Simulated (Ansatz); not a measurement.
Write a Python script for the Python package of Ansatz (0.2.0) that makes a comparison of functionals at one structure of KI, space group Fm-3m. Settings (first run): revPBE, PAW, the default cutoff (420 eV here), 4×4×4 k-points, fixed occupations. The script varies functional: revpbe, pbesol, rpbe.

```yaml
crystal:
  lattice:
    - [0.00000, 3.53277, 3.53277]
    - [3.53277, 0.00000, 3.53277]
    - [3.53277, 3.53277, 0.00000]
  atoms:
    - { symbol: K, position: [0.00000, 0.00000, 0.00000] }
    - { symbol: I, position: [0.50000, 0.50000, 0.50000] }
```

`xc.py`:
```python
"""One structure of KI under several functionals."""

import csv
import warnings

import ansatz

warnings.simplefilter("ignore", ansatz.DeckWarning)

xtal = (
    ansatz.Lattice.of((0.0, 3.532775, 3.532775), (3.532775, 0.0, 3.532775), (3.532775, 3.532775, 0.0))
    .atom("K", (0.0, 0.0, 0.0))
    .atom("I", (0.5, 0.5, 0.5))
)

calc = xtal.calculation().kpoints(4).occupations("fixed").stress()

rows = []
for value in ["revpbe", "pbesol", "rpbe"]:
    summary = calc.functional(value).run(threads=1, pin="off").report
    rows.append((value, summary["free_energy_ev"] / len(summary["lattice"]["sites"]), summary["n_iterations"], sum(summary["stress_gpa"][i][i] for i in range(3)) / 3, summary["n_kpoints"]))

with open("xc.csv", "w", newline="") as handle:
    writer = csv.writer(handle)
    writer.writerow(["functional", "F/atom (eV)", "iterations", "P (GPa)", "k-points"])
    writer.writerows([round(v, 5) if isinstance(v, float) else v for v in row] for row in rows)
print(open("xc.csv").read())
```

Running `python xc.py` prints:
```text
functional,F/atom (eV),iterations,P (GPa),k-points
revpbe,-4531.64228,6,1.5361,8
pbesol,-4475.62612,6,-0.27815,8
rpbe,-4533.55964,6,1.74727,8
```

From lowest to highest: PBEsol (-0.3 GPa), revPBE (1.5 GPa) and RPBE (1.7 GPa). At a fixed cell a lower pressure usually means a smaller equilibrium volume, so PBEsol prefers the smallest cell and RPBE the largest. Gaps by band count in the reports: revPBE 4.23 eV, PBEsol 3.82 eV and RPBE 4.28 eV (Kohn-Sham values on this mesh, as a rule under measured gaps).

Reading the output:
- Pressure is positive in compression.
- The structure is a deposited one; some such entries were measured under pressure or heat, so a shift against it needn't be the functional's error alone.
- Total energies of different functionals can't be compared; pressures, moments and gaps at this one structure can.
- Hardware and time: 3.5 s on 1 thread of Arm Neoverse V1 (shared host), peak memory 0.36 GiB.
